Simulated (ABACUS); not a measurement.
ZnSe (Stilleite):

```
Se Zn
1.0
    -2.83380    0.00000    2.83380
     0.00000    2.83380    2.83380
    -2.83380    2.83380    0.00000
Se Zn
1 1
Direct
  0.25000 0.25000 0.25000
  0.00000 0.00000 0.00000
```

Base run:

| Item | Value |
| --- | --- |
| Program | ABACUS 3.10.1 |
| Functional | PBE |
| Potentials or basis | PseudoDojo NC SR 0.4.1 PBE standard |
| Cutoff | 1184 eV |
| Density cutoff | 4735 eV |
| Basis | plane waves |
| k mesh | 6 × 6 × 6 |
| Occupations | fermi-dirac, width 0.05 eV |
| Spin | no spin polarisation |

Its results: band gap on the k mesh 1.29 eV, direct; pressure 2.1 GPa.

The run is repeated on the same cell with these changes: cutoff from 1184 eV to 1361 eV; density cutoff from 4735 eV to 5442 eV; basis from plane waves to DZP LCAO (the cutoffs set its grid). What comes out?

Band gap on the k mesh 1.45 eV, direct; pressure 3.0 GPa.

Caveats: the atomic orbitals were generated for these runs and aren't a published set (some runs); the basis of atomic orbitals isn't converged, which shifts pressures, moduli and gaps (some runs).

